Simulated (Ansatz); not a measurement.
MoTe2/MoTe2 (multilayer of trigonal-prismatic sheets), computed twice by G0W0.

The cell holds 6 atoms: 2 Mo and 4 Te. Its edges and angles: a = 3.439 Å, b = 3.439 Å, c = 43.800 Å, α = 90.0°, β = 90.0°, γ = 120.0°. Regions: layer 1 (MoTe2), 3 atoms (1 Mo and 2 Te); layer 2 (MoTe2), 3 atoms (1 Mo and 2 Te). Vacuum lies along c.

```xyz
6
Lattice="3.4388 0.0000 0.0000 -1.7194 2.9781 0.0000 0.0000 0.0000 43.8000" Properties=species:S:1:pos:R:3
Mo    0.0000    1.9854   18.5639
Te    1.7194    0.9927   20.3826
Te    1.7194    0.9927   16.7491
Mo    1.7194    0.9927   25.2361
Te    0.0000    1.9854   27.0509
Te    0.0000    1.9854   23.4174
```

The structure was relaxed with PBEsol-D3(BJ). The runs that relaxed it are not among those shown. Spin-orbit coupling is left out unless a run names it. PAW set soft_2, made with PBE.

The first (Ansatz 0.2.0; start PBEsol, 9×9×1 mesh, 596 empty bands, screening to 70 eV; 1 × NVIDIA H100 80GB HBM3 (shared by 6 runs) with 3 threads of AMD EPYC 7R13 (Zen 3), shared host) gave, on its mesh: starting gap 0.74 eV, G0W0 gap 1.15 eV, mean of 1 + 4πα/V (set by the cell height) 5.06, 5.2 min.

The second gave: starting gap 0.74 eV, G0W0 gap 1.08 eV, mean of 1 + 4πα/V (set by the cell height) 5.12, 95 s.

**Question.** What was changed in the input? Choose among start, files, mesh, bands and cutoff, frequency model or another key.

Changed: empty bands from 596 to 238 and screening cutoff (eV) from 70.0 to 38. The starting gap stayed, which rules out the functional and points to the GW step. Other changes could give like numbers; this is the one that was made.

Limits: not at the basis limit; coarse mesh for a sheet; no spin-orbit coupling.

[Paths, hosts, dates, memory and timing lines, banners, echoed tables and standing remarks are left out of the program output.]

[Logs are printed without paths, hosts, clocks, repeated set-up lines and the standing remarks that a program may print on its own settings, such as how far it seeks lower states.]

[Runs of the session that timed out or met a known fault of the program may be left out.]

[Cells called generated may have been cut or substituted from an entry of the Crystallography Open Database or the Materials Project.]

[Hosts, paths, dates, database ids (printed as entryN), source tags and the programs' standing remarks are cut or masked in the printed files.]
